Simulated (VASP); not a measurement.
A run of VASP 6.6.1 is set up as follows.

File INCAR:

```
  PREC = Accurate
  ENCUT = 520
  EDIFF = 1E-7
  ISMEAR = -1
  SIGMA = 0.05
  LREAL = False
  LASPH = True
  NELM = 80
  ALGO = Normal
  ISIF = 2
  LWAVE = False
  LCHARG = False
  GGA = PE
  NBANDS = 16
```

File KPOINTS:

```
Automatic mesh
0
Gamma
  7 7 7
```

POSCAR

```
HgTe
1.0
    0.0000000000      3.1800000000      3.1800000000
    3.1800000000      0.0000000000      3.1800000000
    3.1800000000      3.1800000000      0.0000000000
Hg Te
1 1
Direct
    0.0000000000      0.0000000000      0.0000000000
    0.5000000000      0.5000000000      0.5000000000
```

Potentials or basis: VASP PAW PBE potentials, release 64 (Hg, Te).

The run is started by

```bash
$ cat potpaw_PBE.64/Hg/POTCAR potpaw_PBE.64/Te/POTCAR > POTCAR
$ mpirun -np 1 vasp_std > vasp.out
```

Question: Predict the band gap on the k mesh.

Answer: None (metal or under the smearing width).

Question: What does it give for the pressure?

Answer: -3.7 GPa.

The run has no spin-orbit coupling, so splittings on Hg, Te are missing.
